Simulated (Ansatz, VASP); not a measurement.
**CaO in VASP and in Ansatz**

```xyz
2
Lattice="0.0000 2.4213 2.4213 2.4213 0.0000 2.4213 2.4213 2.4213 0.0000" Properties=species:S:1:pos:R:3 pbc="T T T"
Ca    0.0000    0.0000    0.0000
O     2.4213    2.4213    2.4213
```

Alike in both runs: task single point; functional r2SCAN; k mesh 8 × 8 × 8; no spin polarisation.

|  | VASP | Ansatz |
| --- | --- | --- |
| version | VASP 6.6.1 | Ansatz 0.2.0 |
| potentials or method | VASP PAW PBE potentials, release 64 (Ca_sv, O) | plane waves, PAW |
| plane-wave cutoff (eV) | 520 | 500 |
| occupations | gaussian, width 0.01 eV | fixed |
| valence electrons in the cell | 16 | 16 |

```csv
,VASP,Ansatz,Ansatz less VASP
gap on the k mesh at the Fermi level (eV),4.19,4.20,+0.011
pressure (GPa),-2.3,-3.3,-0.95
```

Caveats: the PAW data sets were made with another functional, which shifts forces and pressure a little (VASP). r2SCAN opens gaps a little over a GGA but as a rule still falls short of measured ones. A k mesh can miss the band edges.
